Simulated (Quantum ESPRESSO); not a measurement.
# InAs (F-43m) in Quantum ESPRESSO: reference runs

How does InAs come out in PBE? The cell is run as given and disturbed.

All numbers are computed with Quantum ESPRESSO 7.5; they aren't measurements. Logs are shortened: lines on timing, memory, paths and dates and some standing lists are left out, and cuts for length are marked.

**The experiment to reproduce.**

From a printed reference work, data compilation, for a bulk crystal of InAs at 4.2 K: band gap 0.418 eV (direct).

The runs below are set against these values where they give the same quantity.

**1. The structure**

Symmetry: F-43m, No. 216, cubic system. The conventional cell has a = 6.036 Å, b = 6.036 Å, c = 6.036 Å, α = 90.00°, β = 90.00°, γ = 90.00°. In (site symmetry -43m) has 4 As at 2.61 Å as nearest neighbours. As (site symmetry -43m) is surrounded by 4 In at 2.61 Å.

**2. Single point, PBE**

File pw.in:

```
&CONTROL
  calculation = 'scf'
  prefix = 'pwscf'
  outdir = './tmp'
  pseudo_dir = './pseudo'
  tprnfor = .true.
  tstress = .true.
  disk_io = 'low'
/
&SYSTEM
  ibrav = 0
  nat = 2
  ntyp = 2
  ecutwfc = 55
  ecutrho = 440
  nbnd = 15
  occupations = 'smearing'
  smearing = 'fd'
  degauss = 0.00367493
/
&ELECTRONS
  conv_thr = 4d-10
  electron_maxstep = 120
  mixing_beta = 0.5
/
ATOMIC_SPECIES
In   114.8180 In.pbe-dn-rrkjus_psl.0.2.2.UPF
As    74.9216 As.pbe-n-rrkjus_psl.0.2.UPF
CELL_PARAMETERS angstrom
   0.0000000000    3.0180000000    3.0180000000
   3.0180000000    0.0000000000    3.0180000000
   3.0180000000    3.0180000000    0.0000000000
ATOMIC_POSITIONS crystal
In     0.0000000000    0.0000000000    0.0000000000
As     0.7500000000    0.7500000000    0.7500000000
K_POINTS automatic
8 8 8 0 0 0
```

File pp_density.in:

```
&INPUTPP
  prefix = 'pwscf'
  outdir = './tmp'
  filplot = 'density.dat'
  plot_num = 0
/
&PLOT
  nfile = 1
  filepp(1) = 'density.dat'
  iflag = 3
  output_format = 6
  fileout = 'density.cube'
/
```

File pp_potential.in:

```
&INPUTPP
  prefix = 'pwscf'
  outdir = './tmp'
  filplot = 'potential.dat'
  plot_num = 11
/
&PLOT
  nfile = 1
  filepp(1) = 'potential.dat'
  iflag = 3
  output_format = 6
  fileout = 'potential.cube'
/
```

Potentials or basis: SSSP 1.3 efficiency PBE.

On the command line:

```console
$ OMP_NUM_THREADS=1 pw.x -in pw.in > pw.out
$ OMP_NUM_THREADS=1 pp.x -in pp_density.in > pp_density.out
$ OMP_NUM_THREADS=1 pp.x -in pp_potential.in > pp_potential.out
```

pw.out:

```text
This program is part of the open-source Quantum ESPRESSO suite
     for quantum simulation of materials; please cite
         "P. Giannozzi et al., J. Phys.:Condens. Matter 21 395502 (2009);
         "P. Giannozzi et al., J. Phys.:Condens. Matter 29 465901 (2017);
         "P. Giannozzi et al., J. Chem. Phys. 152 154105 (2020);
     in publications or presentations arising from this work. More details at

     file In.pbe-dn-rrkjus_psl.0.2.2.UPF: wavefunction(s)  5S renormalized
     Message from routine setup:
     using ibrav=0 with symmetry is DISCOURAGED, use correct ibrav instead

     Subspace diagonalization in iterative solution of the eigenvalue problem:
     a serial algorithm will be used

     G-vector sticks info
     --------------------
     sticks:   dense  smooth     PW     G-vecs:    dense   smooth      PW
     Sum        1969     979    301                57655    20395    3383

     Using Slab Decomposition

     bravais-lattice index     =            0
     lattice parameter (alat)  =       8.0655  a.u.
     unit-cell volume          =     371.0089 (a.u.)^3
     number of atoms/cell      =            2
     number of atomic types    =            2
     number of electrons       =        18.00
     number of Kohn-Sham states=           15
     kinetic-energy cutoff     =      55.0000  Ry
     charge density cutoff     =     440.0000  Ry
     scf convergence threshold =      4.0E-10
     mixing beta               =       0.5000
     number of iterations used =            8  plain     mixing
     Exchange-correlation= PBE
                           (   1   4   3   4   0   0   0)

     celldm(1)=   8.065534  celldm(2)=   0.000000  celldm(3)=   0.000000
     celldm(4)=   0.000000  celldm(5)=   0.000000  celldm(6)=   0.000000

     crystal axes: (cart. coord. in units of alat)
               a(1) = (   0.000000   0.707107   0.707107 )
               a(2) = (   0.707107   0.000000   0.707107 )
               a(3) = (   0.707107   0.707107   0.000000 )

     reciprocal axes: (cart. coord. in units 2 pi/alat)
               b(1) = ( -0.707107  0.707107  0.707107 )
               b(2) = (  0.707107 -0.707107  0.707107 )
               b(3) = (  0.707107  0.707107 -0.707107 )

     PseudoPot. # 1 for In read from file:
     In.pbe-dn-rrkjus_psl.0.2.2.UPF
     Pseudo is Ultrasoft + core correction, Zval = 13.0
     Generated using "atomic" code by A. Dal Corso  v.5.0.99 svn rev. 10869
     Using radial grid of 1241 points,  6 beta functions with:
                l(1) =   0
                l(2) =   0
                l(3) =   1
                l(4) =   1
                l(5) =   2
                l(6) =   2
     Q(r) pseudized with 0 coefficients

     PseudoPot. # 2 for As read from file:
     As.pbe-n-rrkjus_psl.0.2.UPF
     Pseudo is Ultrasoft + core correction, Zval =  5.0
     Generated using "atomic" code by A. Dal Corso  v.5.0.99 svn rev. 10869
     Using radial grid of 1209 points,  4 beta functions with:
                l(1) =   0
                l(2) =   0
                l(3) =   1
                l(4) =   1
     Q(r) pseudized with 0 coefficients

     atomic species   valence    mass     pseudopotential
     In               13.00   114.81800     In( 1.00)
     As                5.00    74.92160     As( 1.00)

     24 Sym. Ops. (no inversion) found

   Cartesian axes

     site n.     atom                  positions (alat units)
         1        In     tau(   1) = (   0.0000000   0.0000000   0.0000000  )
         2        As     tau(   2) = (   1.0606602   1.0606602   1.0606602  )

     number of k points=    29  Fermi-Dirac smearing, width (Ry)=  0.0037
                       cart. coord. in units 2pi/alat
        k(    1) = (   0.0000000   0.0000000   0.0000000), wk =   0.0039062
        k(    2) = (   0.0883883   0.0883883  -0.0883883), wk =   0.0312500
        k(    3) = (   0.1767767   0.1767767  -0.1767767), wk =   0.0312500
        k(    4) = (   0.2651650   0.2651650  -0.2651650), wk =   0.0312500
        k(    5) = (  -0.3535534  -0.3535534   0.3535534), wk =   0.0156250
        k(    6) = (   0.1767767   0.0000000   0.0000000), wk =   0.0234375
[... 21 lines left out ...]
        k(   28) = (  -0.7071068   0.1767767   0.0000000), wk =   0.0468750
        k(   29) = (  -0.7071068   0.3535534   0.0000000), wk =   0.0234375

     Dense  grid:    57655 G-vectors     FFT dimensions: (  54,  54,  54)

     Smooth grid:    20395 G-vectors     FFT dimensions: (  40,  40,  40)

     Initial potential from superposition of free atoms

     starting charge      17.9960, renormalised to      18.0000
     Starting wfcs are   13 randomized atomic wfcs +    2 random wfcs

     Self-consistent Calculation

     iteration #  1     ecut=    55.00 Ry     beta= 0.50
     Davidson diagonalization with overlap
     ethr =  1.00E-02,  avg # of iterations =  5.1

     Threshold (ethr) on eigenvalues was too large:
     Diagonalizing with lowered threshold

     Davidson diagonalization with overlap
     ethr =  3.99E-04,  avg # of iterations =  3.2

     total energy              =    -163.05639410 Ry
     estimated scf accuracy    <       0.07409515 Ry

     iteration #  2     ecut=    55.00 Ry     beta= 0.50
     Davidson diagonalization with overlap
     ethr =  4.12E-04,  avg # of iterations =  2.2

     total energy              =    -163.07191939 Ry
     estimated scf accuracy    <       0.00506522 Ry

     iteration #  3     ecut=    55.00 Ry     beta= 0.50
     Davidson diagonalization with overlap
     ethr =  2.81E-05,  avg # of iterations =  5.4

     total energy              =    -163.07271792 Ry
     estimated scf accuracy    <       0.00109779 Ry
[... 26 lines left out ...]
     total energy              =    -163.07290134 Ry
     estimated scf accuracy    <       0.00000005 Ry

     iteration #  8     ecut=    55.00 Ry     beta= 0.50
     Davidson diagonalization with overlap
     ethr =  2.93E-10,  avg # of iterations =  3.8

     total energy              =    -163.07290136 Ry
     estimated scf accuracy    <          4.4E-09 Ry

     iteration #  9     ecut=    55.00 Ry     beta= 0.50
     Davidson diagonalization with overlap
     ethr =  2.47E-11,  avg # of iterations =  2.9

     End of self-consistent calculation

          k = 0.0000 0.0000 0.0000 (  2637 PWs)   bands (ev):

    -7.8187  -7.8187  -7.8187  -7.6916  -7.6916  -5.2922   6.4433   6.6046
     6.6046   6.6046  10.5133  10.5133  10.5133  14.2120  16.3354

          k = 0.0884 0.0884-0.0884 (  2574 PWs)   bands (ev):

    -7.8387  -7.8128  -7.8128  -7.6916  -7.6916  -5.1298   4.7235   6.4107
     6.4107   7.7305  10.6796  10.7979  10.7979  15.0457  15.4592

          k = 0.1768 0.1768-0.1768 (  2569 PWs)   bands (ev):

    -7.8838  -7.8000  -7.8000  -7.6899  -7.6899  -4.6849   2.8957   6.0294
     6.0294   7.8671  11.2345  11.2345  11.8023  15.2163  15.2187

          k = 0.2652 0.2652-0.2652 (  2557 PWs)   bands (ev):

    -7.9252  -7.7900  -7.7900  -7.6854  -7.6854  -4.1154   1.4263   5.7228
     5.7228   7.6628  11.3194  11.3194  13.1854  14.9398  16.1994
[... 113 lines left out ...]
    -7.9652  -7.7735  -7.7534  -7.7019  -7.6837  -3.4262   1.0668   3.3625
     4.6300   9.8168  11.3229  11.7137  14.0343  14.5796  16.4563

          k =-0.7071 0.1768 0.0000 (  2560 PWs)   bands (ev):

    -7.9899  -7.7514  -7.7406  -7.7188  -7.6726  -3.2390   0.8098   3.9281
     3.9603   9.0757   9.5171  13.9968  14.3211  16.3814  18.3513

          k =-0.7071 0.3536 0.0000 (  2580 PWs)   bands (ev):

    -7.9770  -7.7686  -7.7425  -7.7073  -7.6815  -3.2123   0.8851   3.6300
     3.7098  10.8473  10.9010  11.6396  12.6971  16.5017  18.4962

     the Fermi energy is     6.6530 ev

!    total energy              =    -163.07290136 Ry
     estimated scf accuracy    <          1.1E-10 Ry
     smearing contrib. (-TS)   =      -0.00004034 Ry
     internal energy E=F+TS    =    -163.07286102 Ry

     The total energy is F=E-TS. E is the sum of the following terms:
     one-electron contribution =     -63.61944752 Ry
     hartree contribution      =      44.57698707 Ry
     xc contribution           =     -56.91123406 Ry
     ewald contribution        =     -87.11916650 Ry

     convergence has been achieved in   9 iterations

     Forces acting on atoms (cartesian axes, Ry/au):

     atom    1 type  1   force =     0.00000000    0.00000000    0.00000000
     atom    2 type  2   force =     0.00000000    0.00000000    0.00000000

     Total force =     0.000000     Total SCF correction =     0.000000

     Computing stress (Cartesian axis) and pressure

          total   stress  (Ry/bohr**3)                   (kbar)     P=       44.07
   0.00029960  -0.00000000  -0.00000000           44.07       -0.00       -0.00
  -0.00000000   0.00029960  -0.00000000           -0.00       44.07       -0.00
  -0.00000000  -0.00000000   0.00029960           -0.00       -0.00       44.07

=------------------------------------------------------------------------------=
   JOB DONE.
=------------------------------------------------------------------------------=
```

pp_density.out:

```text
This program is part of the open-source Quantum ESPRESSO suite
     for quantum simulation of materials; please cite
         "P. Giannozzi et al., J. Phys.:Condens. Matter 21 395502 (2009);
         "P. Giannozzi et al., J. Phys.:Condens. Matter 29 465901 (2017);
         "P. Giannozzi et al., J. Chem. Phys. 152 154105 (2020);
     in publications or presentations arising from this work. More details at

     file In.pbe-dn-rrkjus_psl.0.2.2.UPF: wavefunction(s)  5S renormalized

     IMPORTANT: XC functional enforced from input :
     Exchange-correlation= PBE
                           (   1   4   3   4   0   0   0)
     Any further DFT definition will be discarded
     Please, verify this is what you really want

     G-vector sticks info
     --------------------
     sticks:   dense  smooth     PW     G-vecs:    dense   smooth      PW
     Sum        1969     979    301                57655    20395    3383

     Using Slab Decomposition

     Calling punch_plot, plot_num =   0
     Writing data to file  density.dat
     Reading data from file  density.dat

     Writing data to be plotted to file density.cube
     Plot Type: 3D                     Output format: Gaussian cube

=------------------------------------------------------------------------------=
   JOB DONE.
=------------------------------------------------------------------------------=
```

It took 21 s on 1 thread of Intel Xeon 6975P-C (Granite Rapids), shared host; peak memory 0.29 GiB.

Results:

```
Free energy            : -2218.7199 eV
Pressure               : 4.4 GPa
Band gap on the k mesh : none (metal or under the smearing width)
```

Caveat: this crystal is a semiconductor, whose small gap the functional closes, so the metal is an error of the method.

**3. Single point, PBE (atoms moved at random, drawn with an rms of 0.05 Å)**

Changes to pw.in since step 2:

```diff
@@ -7,3 +7,3 @@
   tstress = .true.
-  disk_io = 'low'
+  disk_io = 'nowf'
 /
@@ -33,4 +33,4 @@
 ATOMIC_POSITIONS crystal
-In     0.0000000000    0.0000000000    0.0000000000
-As     0.7500000000    0.7500000000    0.7500000000
+In     0.0064250000   -0.0047280000   -0.0040950000
+As     0.7592530000    0.7470640000    0.7471870000
 K_POINTS automatic
```

Potentials or basis: SSSP 1.3 efficiency PBE.

On the command line:

```console
$ OMP_NUM_THREADS=1 pw.x -in pw.in > pw.out
```

Run time: 98 s. Hardware: 1 thread of Intel Xeon 6975P-C (Granite Rapids), shared host; peak memory 0.42 GiB.

The run converged. Its results:

```
Free energy            : -2218.7181 eV
Pressure               : 4.4 GPa
Largest force          : 0.175 eV/Å
Band gap on the k mesh : none (metal or under the smearing width)
```

Forces in eV/Å, atoms in the order of the input:
```
In   0.080  0.104  0.116
As  -0.080 -0.104 -0.116
```

Stress tensor (GPa, compression positive):
```
4.42 0.39 0.35
0.39 4.42 0.26
0.35 0.26 4.42
```

Levels at points of the mesh, in eV from the Fermi level:
| k point | band 7 | band 8 | band 9 | band 10 | band 11 | band 12 |
| --- | --- | --- | --- | --- | --- | --- |
| (0.00, 0.00, 0.00) | -0.22 | -0.10 | -0.04 | -0.03 | 3.83 | 3.84 |
| (0.00, 0.00, -0.50) | -5.83 | -1.09 | -1.01 | 0.90 | 4.55 | 4.68 |
| (0.00, -0.50, -0.50) | -5.92 | -2.40 | -2.38 | 1.48 | 2.00 | 9.20 |
| (0.50, 0.50, 0.50) | -5.91 | -1.05 | -1.04 | 0.95 | 4.63 | 4.65 |
| (-0.50, 0.00, 0.00) | -5.82 | -1.09 | -1.01 | 0.89 | 4.55 | 4.67 |
| (0.00, -0.50, 0.00) | -5.83 | -1.09 | -1.01 | 0.90 | 4.55 | 4.68 |
| (-0.50, 0.00, -0.50) | -5.92 | -2.40 | -2.38 | 1.48 | 2.00 | 9.20 |
| (-0.50, -0.50, 0.00) | -5.92 | -2.40 | -2.38 | 1.48 | 2.00 | 9.20 |

**4. How close it comes**

Step 2. A measured gap of InAs is 0.418 eV (direct; 4.2 K; a printed reference work, data compilation); the calculated 0.00 eV misses it by -0.42 eV. Spin-orbit coupling on As, In is left out. The value is that of PBE on a finite k mesh, which can miss the band edges, without temperature or zero-point motion. Semilocal functionals fall short of measured gaps as a rule.
